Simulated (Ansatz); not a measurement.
## Calculated ⁷¹Ga NMR of the central transition for Ga₂O₃

Cell: a COD entry.

Space group C2/m (No. 12); a = 12.2140, b = 3.0371, c = 5.7981 Å, β = 103.83°.

```csv
site,Wyckoff,site symmetry,x,y,z
Ga1,4i,m,0.0905,0.0000,0.7946
Ga3,4i,m,0.6587,0.0000,0.3140
O5,4i,m,0.1645,0.0000,0.1098
O7,4i,m,0.1733,0.0000,0.5632
O9,4i,m,0.4959,0.0000,0.2566
```

One atom of each set is listed; the run and its k-mesh use a cell of 10 atoms with edges of 6.29, 6.29, 5.80 Å.

All values are calculated (Ansatz; DFT, PBE, plane waves and PAW, scalar-relativistic, 420 eV cutoff, Γ-centred 10×10×6 k-points, Fermi–Dirac smearing 0.02 eV), not measured.

⁷¹Ga has I = 3/2 and Q = 107.0 mb (Pyykkö 2018); at 35.2 T its Larmor frequency is ν₀ = 458.3 MHz. Only the quadrupole interaction is simulated: positions count from each site's isotropic chemical shift, and J coupling is left out, as are shift anisotropy and dipolar coupling, which fast spinning averages.

(1) Give C_Q, η, the quadrupolar product P_Q = |C_Q|(1 + η²/3)^½, the second-order isotropic shift and the breadth of the pattern (fast magic-angle spinning) for each Ga site.

Results:

(1) 

```csv
site,first shell,C_Q (MHz),η,P_Q (MHz),δ_QIS (ppm),breadth (kHz)
Ga1,4 O at 1.83–1.86 Å,9.86,0.78,10.8,-13.9,14.5
Ga3,6 O at 1.94–2.07 Å,6.99,0.13,7.01,-5.85,5.96
```

δ_QIS = −(ν_Q²/30ν₀²)[I(I+1) − 3/4](1 + η²/3) × 10⁶ ppm with ν_Q = 3|C_Q|/[2I(2I−1)]; it falls as 1/B₀² in ppm, and the breadth as 1/B₀ in kHz.

The broadest static pattern spans 47 kHz. The table holds for spinning faster than that; slower spinning leaves sidebands.

At this cell the PBE pressure is 10 GPa, so with PBE the cell would grow if it were relaxed.
